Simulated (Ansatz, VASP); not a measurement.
**One calculation of Pd, two programs**

```
CELL_PARAMETERS angstrom
0.00000 1.95136 1.95136
1.95136 0.00000 1.95136
1.95136 1.95136 0.00000
ATOMIC_POSITIONS crystal
Pd 0.00000 0.00000 0.00000
```

Change from the starting cell: volume scaled by 1.01, crystal datasets.

Alike in both runs: task electric field gradients; functional PBEsol; k mesh 18 × 18 × 18; occupations fermi-dirac, width 0.05 eV; no spin polarisation.

```csv
,VASP,Ansatz
version,VASP 6.6.1,Ansatz 0.2.0
potentials or method,"VASP PAW PBE potentials, release 64 (Pd), cutoff 520 eV","all-electron PAW with datasets made for the crystal, scalar-relativistic"
```

Ansatz gave:

```
pressure (GPa)                                                 : -4.1
Vzz of the field gradient on the site that differs most (V/Å²) : 0.0
```

What did VASP give for the same quantities?

Pressure (GPa): -4.4; Vzz of the field gradient on the site that differs most (V/Å²): 0.0.

Ansatz ran all-electron here, so the differences hold the error of VASP's frozen core and of both bases. Ansatz warned: «gradients_without_spin_orbit».

Caveats: the PAW data sets were made with another functional, which shifts forces and pressure a little (VASP).
